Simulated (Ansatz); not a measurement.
RuO2 (rutile)

```
CELL_PARAMETERS angstrom
      4.52339     0.00000     0.00000
      0.00000     4.52339     0.00000
      0.00000     0.00000     3.11902
ATOMIC_POSITIONS crystal
  Ru 0.50000 0.50000 0.50000
  Ru 0.00000 0.00000 0.00000
  O  0.80567 0.80567 0.50000
  O  0.30567 0.69433 0.00000
  O  0.69433 0.30567 0.00000
  O  0.19433 0.19433 0.50000
```

In this cell atom 1 (Ru, nearest neighbour O at 1.955 Å; its periodic images, 3.1 Å or more away, move with it) is moved by s along Cartesian [111], unit vector (0.577, 0.577, 0.577); all other atoms and the cell stay fixed.

Level of theory: PBE (plane waves to 420 eV, PAW, scalar-relativistic; Ansatz, an electronic-structure program). k mesh 8×8×12 (Γ-centred), Fermi-Dirac smearing 0.05 eV. The energy includes the smearing's −TS. With partly filled bands, energies and forces of such displacements shift with the k mesh and the smearing. RuO2 is run without spin polarisation and with no Hubbard U. RuO2 was relaxed with its symmetry unable to fall. The zero of ΔE is the undisplaced structure. The last digit holds for this mesh only.

```csv
s (Å),ΔE (meV/cell)
-0.390,1825.2
-0.312,1148.8
-0.234,withheld
-0.156,282.6
-0.078,70.5
0.000,0.0
0.078,70.5
0.156,282.6
0.234,withheld
0.312,1148.8
0.390,1825.2
```

Question: Fit an even polynomial form (powers 2, 4, 6) to the given rows and predict ΔE at s = 0.234.

Answer: Least squares on the 9 given rows: ΔE = (11570)·s² + (1581)·s⁴ + (8200)·s⁶, in meV/cell with s in Å; root-mean-square residual 0.03 meV/cell. At 0.234 the fit gives 639.6 meV/cell; the calculation gives 639.6 meV/cell, the same to the digits shown. The quadratic term alone would give 633.5 meV/cell.

(For displaced atoms, the force is minus the slope of the energy, and its curvature is a force constant, which sets phonon frequencies.)
